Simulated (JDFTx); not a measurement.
# W (Fm-3m) in JDFTx: equation of state

How stiff is W in PBE, and what volume does it want? The cell is scaled to several volumes.

Everything below comes from runs of JDFTx 1.7.0 (patched build). Logs are shortened: lines on timing, memory, paths and dates and some standing lists are left out, and cuts for length are marked. The log counts tension as positive stress, the text compression.

### Step 1. Starting point

Symmetry: Fm-3m, No. 225, cubic system. The conventional cell has a = 4.060 Å, b = 4.060 Å, c = 4.060 Å, α = 90.00°, β = 90.00°, γ = 90.00°. W (site symmetry m-3m) is surrounded by 12 W at 2.87 Å.

This isn't the form of W at room conditions, which is bcc.

### Step 2. Equation of state, PBE, 15.73 Å³/atom (volume scaled by 0.94)

The input, W.in:

```
lattice \
    0.0000000000     3.7578334058     3.7578334058 \
    3.7578334058     0.0000000000     3.7578334058 \
    3.7578334058     3.7578334058     0.0000000000
coords-type Lattice
ion W      0.0000000000     0.0000000000     0.0000000000 1

ion-species pseudo/W.upf
elec-cutoff 37
elec-ex-corr gga-PBE
kpoint-folding 11 11 11
elec-smearing Fermi 0.0018374661
elec-n-bands 13
electronic-SCF nIterations 100 energyDiffThreshold 1e-08
electronic-minimize nIterations 30 energyDiffThreshold 1e-7
forces-output-coords Cartesian

dump-name run.$VAR
dump End Ecomponents EigStats BandEigs Kpoints Forces Stress
```

Potentials or basis: PseudoDojo-SR-PBE-0.5-standard.

Command:

```bash
> jdftx -c 1 -i W.in -o W.out
```

What it wrote:

```text
*************** JDFTx 1.7.0 (patched build) ***************

[... 9 lines left out ...]
---------- Initializing the Grid ----------
R =
[            0      3.75783      3.75783  ]
[      3.75783            0      3.75783  ]
[      3.75783      3.75783            0  ]
unit cell volume = 106.131
G =
[  -0.836012   0.836012   0.836012  ]
[   0.836012  -0.836012   0.836012  ]
[   0.836012   0.836012  -0.836012  ]
Minimum fftbox size, Smin = [  32  32  32  ]
Chosen fftbox size, S = [  32  32  32  ]

---------- Exchange Correlation functional ----------
Initalized PBE GGA exchange.
Initalized PBE GGA correlation.

---------- Setting up pseudopotentials ----------
Width of ionic core gaussian charges (only for fluid interactions / plotting) set to 0

Reading pseudopotential file 'pseudo/W.upf':
  'W' pseudopotential, 'PBE' functional
  Generated using ONCVPSP code by D. R. Hamann
  14 valence electrons, 4 orbitals, 8 projectors, 1001 radial grid points, with lMax = 3
    5S    l: 0   occupation:  2.0   eigenvalue: -2.905892
    5P    l: 1   occupation:  6.0   eigenvalue: -1.587650
    5D    l: 2   occupation:  4.0   eigenvalue: -0.164649
    6S    l: 0   occupation:  2.0   eigenvalue: -0.209951
  Core radius for overlap checks: 2.00 bohrs.

Initialized 1 species with 1 total atoms.

Folded 1 k-points by 11x11x11 to 1331 k-points.

---------- Setting up k-points, bands, fillings ----------
Reduced to 56 k-points under symmetry.
Computing the number of bands and number of electrons
Calculating initial fillings.
nElectrons:  14.000000   nBands: 13   nStates: 56

----- Setting up reduced wavefunction bases (one per k-point) -----
average nbasis = 1140.599 , ideal nbasis = 1140.878

---------- Setting up ewald sum ----------
Optimum gaussian width for ewald sums = 1.915754 bohr.
Real space sum over 2197 unit cells with max indices [  6  6  6  ]
Reciprocal space sum over 2197 terms with max indices [  6  6  6  ]

---------- Allocating electronic variables ----------
Initializing wave functions:  linear combination of atomic orbitals
Note: number of bands (13) exceeds available atomic orbitals (10)
W pseudo-atom occupations:   s ( 2 2 )  p ( 6 )  d ( 4 )
	FillingsUpdate:  mu: +0.824358741  nElectrons: 14.000000
LCAOMinimize: Iter:   0  F: -68.9840572173109763  |grad|_K:  4.955e-04  alpha:  1.000e+00
	FillingsUpdate:  mu: +0.828114754  nElectrons: 14.000000
LCAOMinimize: Iter:   1  F: -68.9848841327982143  |grad|_K:  1.212e-05  alpha:  7.205e-01  linmin: -2.999e-02  cgtest:  2.576e-01
LCAOMinimize: Encountered beta<0, resetting CG.
	FillingsUpdate:  mu: +0.828136930  nElectrons: 14.000000
LCAOMinimize: Iter:   2  F: -68.9848847910499074  |grad|_K:  7.966e-07  alpha:  9.478e-01  linmin:  3.915e-03  cgtest: -1.494e-02
	FillingsUpdate:  mu: +0.828130946  nElectrons: 14.000000
LCAOMinimize: Iter:   3  F: -68.9848847932795906  |grad|_K:  4.157e-08  alpha:  7.440e-01  linmin:  1.168e-04  cgtest:  2.255e-02
LCAOMinimize: Converged (|Delta F|<1.000000e-06 for 2 iters).

-------- Electronic minimization -----------
Will mix electronic density at each iteration.
	FillingsUpdate:  mu: +0.828130946  nElectrons: 14.000000
	FillingsUpdate:  mu: +0.822204249  nElectrons: 14.000000
SCF: Cycle:  0   F: -69.005671916501484   dF: -2.079e-02   |Residual|: 2.726e-02   |deigs|: 2.001e-01
	FillingsUpdate:  mu: +0.819114618  nElectrons: 14.000000
SCF: Cycle:  1   F: -69.006215342742493   dF: -5.434e-04   |Residual|: 1.267e-02   |deigs|: 6.651e-03
	FillingsUpdate:  mu: +0.817058914  nElectrons: 14.000000
SCF: Cycle:  2   F: -69.006286524905789   dF: -7.118e-05   |Residual|: 2.532e-03   |deigs|: 3.216e-03
	FillingsUpdate:  mu: +0.817368242  nElectrons: 14.000000
SCF: Cycle:  3   F: -69.006288685808912   dF: -2.161e-06   |Residual|: 5.566e-04   |deigs|: 5.876e-04
	FillingsUpdate:  mu: +0.817284837  nElectrons: 14.000000
SCF: Cycle:  4   F: -69.006289210907212   dF: -5.251e-07   |Residual|: 1.688e-04   |deigs|: 1.677e-04
	FillingsUpdate:  mu: +0.817265520  nElectrons: 14.000000
SCF: Cycle:  5   F: -69.006289339801640   dF: -1.289e-07   |Residual|: 7.790e-05   |deigs|: 1.135e-04
	FillingsUpdate:  mu: +0.817264321  nElectrons: 14.000000
SCF: Cycle:  6   F: -69.006289377284020   dF: -3.748e-08   |Residual|: 1.298e-05   |deigs|: 5.742e-05
	FillingsUpdate:  mu: +0.817261129  nElectrons: 14.000000
SCF: Cycle:  7   F: -69.006289386294711   dF: -9.011e-09   |Residual|: 3.537e-05   |deigs|: 5.661e-05
	FillingsUpdate:  mu: +0.817265789  nElectrons: 14.000000
SCF: Cycle:  8   F: -69.006289389535411   dF: -3.241e-09   |Residual|: 5.787e-06   |deigs|: 7.955e-05
SCF: Converged (|Delta E|<1.000000e-08 for 2 iters).

Setting wave functions to eigenvectors of Hamiltonian

# Stress tensor in Cartesian coordinates [Eh/a0^3]:
[ -0.000490887            0            0  ]
[            0 -0.000490887            0  ]
[            0            0 -0.000490887  ]

# Ionic positions in lattice coordinates:
ion W   0.000000000000000   0.000000000000000   0.000000000000000 1

# Forces in Cartesian coordinates:
force W   0.000000000000000   0.000000000000000  -0.000000000000000 1

# Energy components:
   Eewald =      -59.7839811857625492
       EH =        7.9930496250317118
     Eloc =      -40.4291706828606010
      Enl =       12.6061083428923286
      Exc =      -16.5908413829599901
 Exc_core =        6.8282708867662185
       KE =       20.3705658262538662
-------------------------------------
     Etot =      -69.0059985706390222
       TS =        0.0002908188963908
-------------------------------------
        F =      -69.0062893895354108

IonicMinimize: Iter:   0  F: -69.006289389535411  |grad|_K:  0.000e+00
IonicMinimize: Converged (|grad|_K<1.000000e-04).

#--- Lowdin population analysis ---
# oxidation-state W +0.118

Dumping 'run.eigStats' ...
	eMin: -1.886692 at state 0 ( [ +0.000000 +0.000000 +0.000000 ] spin 0 )
	HOMO: +0.815339 at state 13 ( [ +0.000000 +0.090909 -0.272727 ] spin 0 )
	mu  : +0.817266
	LUMO: +0.818050 at state 7 ( [ +0.000000 +0.090909 +0.181818 ] spin 0 )
	eMax: +1.669771 at state 3 ( [ +0.000000 +0.000000 +0.272727 ] spin 0 )
	HOMO-LUMO gap: +0.002710
	Optical gap  : +0.013058 at state 14 ( [ +0.000000 +0.090909 -0.181818 ] spin 0 )
Done!
```

It took 23 s on 1 thread of Arm Neoverse V1, shared host; peak memory 0.08 GiB.

What came out:

| Property | Result |
| --- | --- |
| Free energy | -1877.7568 eV |
| Pressure | 14.4 GPa |
| Band gap on the k mesh | none (metal or under the smearing width) |

### Step 3. Equation of state, PBE, 16.06 Å³/atom (volume scaled by 0.96)

The input, W.in:

```
lattice \
    0.0000000000     3.7842978933     3.7842978933 \
    3.7842978933     0.0000000000     3.7842978933 \
    3.7842978933     3.7842978933     0.0000000000
coords-type Lattice
ion W      0.0000000000     0.0000000000     0.0000000000 1

ion-species pseudo/W.upf
elec-cutoff 37
elec-ex-corr gga-PBE
kpoint-folding 11 11 11
elec-smearing Fermi 0.0018374661
elec-n-bands 13
electronic-SCF nIterations 100 energyDiffThreshold 1e-08
electronic-minimize nIterations 30 energyDiffThreshold 1e-7
forces-output-coords Cartesian

dump-name run.$VAR
dump End Ecomponents EigStats BandEigs Kpoints Forces Stress ElecDensity Dtot KEdensity
```

Potentials or basis: PseudoDojo-SR-PBE-0.5-standard.

Command:

```bash
> jdftx -c 1 -i W.in -o W.out
```

Run time: 24 s. Hardware: 1 thread of Arm Neoverse V1, shared host; peak memory 0.08 GiB.

Results (log left out):

```
Free energy            : -1877.7795 eV
Pressure               : 7.3 GPa
Band gap on the k mesh : none (metal or under the smearing width)
```

### Step 4. Equation of state, PBE, 16.40 Å³/atom (volume scaled by 0.98)

W.in, as its differences from that of step 3:

```diff
@@ -1,5 +1,5 @@
 lattice \
-    0.0000000000     3.7842978933     3.7842978933 \
-    3.7842978933     0.0000000000     3.7842978933 \
-    3.7842978933     3.7842978933     0.0000000000
+    0.0000000000     3.8103973241     3.8103973241 \
+    3.8103973241     0.0000000000     3.8103973241 \
+    3.8103973241     3.8103973241     0.0000000000
 coords-type Lattice
```

Command:

```bash
> jdftx -c 1 -i W.in -o W.out
```

Run time: 24 s. Hardware: 1 thread of Arm Neoverse V1, shared host; peak memory 0.08 GiB.

Results (log left out):

- Free energy: -1877.7881 eV
- Pressure: 0.9 GPa
- Band gap on the k mesh: none (metal or under the smearing width)

### Step 5. Equation of state, PBE, 16.73 Å³/atom

W.in, as its differences from that of step 4:

```diff
@@ -1,5 +1,5 @@
 lattice \
-    0.0000000000     3.8103973241     3.8103973241 \
-    3.8103973241     0.0000000000     3.8103973241 \
-    3.8103973241     3.8103973241     0.0000000000
+    0.0000000000     3.8361440330     3.8361440330 \
+    3.8361440330     0.0000000000     3.8361440330 \
+    3.8361440330     3.8361440330     0.0000000000
 coords-type Lattice
```

Command:

```bash
> jdftx -c 1 -i W.in -o W.out
```

Run time: 24 s. Hardware: 1 thread of Arm Neoverse V1, shared host; peak memory 0.08 GiB.

Results (log left out):

| Quantity | Value |
| --- | --- |
| Free energy | -1877.7841 eV |
| Pressure | -4.8 GPa |
| Band gap on the k mesh | none (metal or under the smearing width) |

### Step 6. Equation of state, PBE, 17.07 Å³/atom (volume scaled by 1.02)

W.in, as its differences from that of step 5:

```diff
@@ -1,5 +1,5 @@
 lattice \
-    0.0000000000     3.8361440330     3.8361440330 \
-    3.8361440330     0.0000000000     3.8361440330 \
-    3.8361440330     3.8361440330     0.0000000000
+    0.0000000000     3.8615497007     3.8615497007 \
+    3.8615497007     0.0000000000     3.8615497007 \
+    3.8615497007     3.8615497007     0.0000000000
 coords-type Lattice
```

Potentials or basis: PseudoDojo-SR-PBE-0.5-standard.

Command:

```bash
> jdftx -c 1 -i W.in -o W.out
```

Wall time 24 s (1 thread of Arm Neoverse V1, shared host); peak memory 0.08 GiB.

Results (log left out):

```
Free energy            : -1877.7687 eV
Pressure               : -10.0 GPa
Band gap on the k mesh : none (metal or under the smearing width)
```

### Step 7. Equation of state, PBE, 17.40 Å³/atom (volume scaled by 1.04)

W.in, as its differences from that of step 6:

```diff
@@ -1,5 +1,5 @@
 lattice \
-    0.0000000000     3.8615497007     3.8615497007 \
-    3.8615497007     0.0000000000     3.8615497007 \
-    3.8615497007     3.8615497007     0.0000000000
+    0.0000000000     3.8866254015     3.8866254015 \
+    3.8866254015     0.0000000000     3.8866254015 \
+    3.8866254015     3.8866254015     0.0000000000
 coords-type Lattice
```

Command:

```bash
> jdftx -c 1 -i W.in -o W.out
```

Run time: 24 s. Hardware: 1 thread of Arm Neoverse V1, shared host; peak memory 0.08 GiB.

Results (log left out):

```
Free energy            : -1877.7431 eV
Pressure               : -14.5 GPa
Band gap on the k mesh : none (metal or under the smearing width)
```

### Step 8. Equation of state, PBE, 17.73 Å³/atom (volume scaled by 1.06)

W.in, as its differences from that of step 7:

```diff
@@ -1,5 +1,5 @@
 lattice \
-    0.0000000000     3.8866254015     3.8866254015 \
-    3.8866254015     0.0000000000     3.8866254015 \
-    3.8866254015     3.8866254015     0.0000000000
+    0.0000000000     3.9113816447     3.9113816447 \
+    3.9113816447     0.0000000000     3.9113816447 \
+    3.9113816447     3.9113816447     0.0000000000
 coords-type Lattice
```

Potentials or basis: PseudoDojo-SR-PBE-0.5-standard.

Command:

```bash
> jdftx -c 1 -i W.in -o W.out
```

What it wrote:

```text
*************** JDFTx 1.7.0 (patched build) ***************

[... 9 lines left out ...]
---------- Initializing the Grid ----------
R =
[            0      3.91138      3.91138  ]
[      3.91138            0      3.91138  ]
[      3.91138      3.91138            0  ]
unit cell volume = 119.68
G =
[  -0.803193   0.803193   0.803193  ]
[   0.803193  -0.803193   0.803193  ]
[   0.803193   0.803193  -0.803193  ]
Minimum fftbox size, Smin = [  32  32  32  ]
Chosen fftbox size, S = [  32  32  32  ]

---------- Exchange Correlation functional ----------
Initalized PBE GGA exchange.
Initalized PBE GGA correlation.

---------- Setting up pseudopotentials ----------
Width of ionic core gaussian charges (only for fluid interactions / plotting) set to 0

Reading pseudopotential file 'pseudo/W.upf':
  'W' pseudopotential, 'PBE' functional
  Generated using ONCVPSP code by D. R. Hamann
  14 valence electrons, 4 orbitals, 8 projectors, 1001 radial grid points, with lMax = 3
    5S    l: 0   occupation:  2.0   eigenvalue: -2.905892
    5P    l: 1   occupation:  6.0   eigenvalue: -1.587650
    5D    l: 2   occupation:  4.0   eigenvalue: -0.164649
    6S    l: 0   occupation:  2.0   eigenvalue: -0.209951
  Core radius for overlap checks: 2.00 bohrs.

Initialized 1 species with 1 total atoms.

Folded 1 k-points by 11x11x11 to 1331 k-points.

---------- Setting up k-points, bands, fillings ----------
Reduced to 56 k-points under symmetry.
[... 32 lines left out ...]
	FillingsUpdate:  mu: +0.715468306  nElectrons: 14.000000
SCF: Cycle:  1   F: -69.004441037552596   dF: -6.348e-04   |Residual|: 1.338e-02   |deigs|: 7.260e-03
	FillingsUpdate:  mu: +0.713479583  nElectrons: 14.000000
SCF: Cycle:  2   F: -69.004512710595364   dF: -7.167e-05   |Residual|: 2.789e-03   |deigs|: 3.176e-03
	FillingsUpdate:  mu: +0.713737819  nElectrons: 14.000000
SCF: Cycle:  3   F: -69.004514757229330   dF: -2.047e-06   |Residual|: 4.561e-04   |deigs|: 5.974e-04
	FillingsUpdate:  mu: +0.713665578  nElectrons: 14.000000
SCF: Cycle:  4   F: -69.004515139305624   dF: -3.821e-07   |Residual|: 1.659e-04   |deigs|: 2.137e-04
	FillingsUpdate:  mu: +0.713656233  nElectrons: 14.000000
SCF: Cycle:  5   F: -69.004515216867560   dF: -7.756e-08   |Residual|: 6.165e-05   |deigs|: 1.299e-04
	FillingsUpdate:  mu: +0.713657192  nElectrons: 14.000000
SCF: Cycle:  6   F: -69.004515242903949   dF: -2.604e-08   |Residual|: 1.413e-05   |deigs|: 2.257e-04
	FillingsUpdate:  mu: +0.713656750  nElectrons: 14.000000
SCF: Cycle:  7   F: -69.004515248409604   dF: -5.506e-09   |Residual|: 1.926e-05   |deigs|: 9.261e-05
	FillingsUpdate:  mu: +0.713659147  nElectrons: 14.000000
SCF: Cycle:  8   F: -69.004515250465943   dF: -2.056e-09   |Residual|: 8.426e-06   |deigs|: 1.140e-04
SCF: Converged (|Delta E|<1.000000e-08 for 2 iters).

Setting wave functions to eigenvectors of Hamiltonian

# Stress tensor in Cartesian coordinates [Eh/a0^3]:
[  0.000632997            0            0  ]
[            0  0.000632997            0  ]
[            0            0  0.000632997  ]

# Ionic positions in lattice coordinates:
ion W   0.000000000000000   0.000000000000000   0.000000000000000 1

# Forces in Cartesian coordinates:
force W   0.000000000000000   0.000000000000000  -0.000000000000000 1

# Energy components:
   Eewald =      -57.4370547389545294
       EH =        8.8419826794239071
     Eloc =      -43.4406167878670146
      Enl =       12.5675271159239319
      Exc =      -16.5078278449891904
 Exc_core =        6.8282702188375648
       KE =       20.1435898799294186
-------------------------------------
     Etot =      -69.0041294776959120
       TS =        0.0003857727700290
-------------------------------------
        F =      -69.0045152504659427

IonicMinimize: Iter:   0  F: -69.004515250465943  |grad|_K:  0.000e+00
IonicMinimize: Converged (|grad|_K<1.000000e-04).

#--- Lowdin population analysis ---
# oxidation-state W +0.141

Dumping 'run.eigStats' ...
	eMin: -2.000505 at state 0 ( [ +0.000000 +0.000000 +0.000000 ] spin 0 )
	HOMO: +0.712792 at state 13 ( [ +0.000000 +0.090909 -0.272727 ] spin 0 )
	mu  : +0.713659
	LUMO: +0.714374 at state 7 ( [ +0.000000 +0.090909 +0.181818 ] spin 0 )
	eMax: +1.505037 at state 3 ( [ +0.000000 +0.000000 +0.272727 ] spin 0 )
	HOMO-LUMO gap: +0.001582
	Optical gap  : +0.011440 at state 14 ( [ +0.000000 +0.090909 -0.181818 ] spin 0 )
Done!
```

It took 24 s on 1 thread of Arm Neoverse V1, shared host; peak memory 0.09 GiB.

Results:

| Quantity | Value |
| --- | --- |
| Free energy | -1877.7085 eV |
| Pressure | -18.6 GPa |
| Band gap on the k mesh | none (metal or under the smearing width) |

### Step 9. Equation of state, PBE

Potentials or basis: PseudoDojo-SR-PBE-0.5-standard.

No new run: the results of the series are fitted here.

Results:

```
Equilibrium volume                      : 16.45 Å³/atom
Bulk modulus                            : 293 GPa
Pressure derivative of the bulk modulus : 4.5
```

Energy against volume, from the lowest point:
| volume (Å³/atom) | energy (meV/atom) |
| --- | --- |
| 15.727 | 31.36 |
| 16.062 | 8.61 |
| 16.396 | 0.00 |
| 16.731 | 4.06 |
| 17.065 | 19.47 |
| 17.400 | 45.03 |
| 17.735 | 79.63 |
